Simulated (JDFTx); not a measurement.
TaC: equation of state with LDA

TaC:

```
Ta C
1.0
     0.00000    2.22300    2.22300
     2.22300    0.00000    2.22300
     2.22300    2.22300    0.00000
Ta C
1 1
Direct
  0.00000 0.00000 0.00000
  0.50000 0.50000 0.50000
```

```yaml
Program: JDFTx 1.7.0 (patched build)
Task: equation of state
Functional: LDA
Potentials_or_basis: PseudoDojo-SR-LDA-0.4.1-standard
Cutoff: 1116 eV
Density_cutoff: 8925 eV
k_mesh: 10 × 10 × 10
Occupations: fermi-dirac, width 0.05 eV
Spin: no spin polarisation
Bands: 14
Density_cutoff_over_wavefunction_cutoff: 8
Max_SCF_steps: 100
SCF_threshold_on_the_energy: 1e-09 Ha
Solver_of_the_electrons: scf
```

```json
{"Equilibrium volume": "10.69 Å³/atom", "Bulk modulus": "360 GPa", "Pressure derivative of the bulk modulus": "4.2"}
```

Energy against volume, from the lowest point:
```tsv
volume (Å³/atom)	energy (meV/atom)
10.326	14.25
10.546	1.68
10.766	0.00
10.985	8.11
11.205	25.04
11.425	49.87
11.645	81.83
```

The run has no spin-orbit coupling, so splittings on Ta are missing. LDA usually gives volumes a few per cent too small.
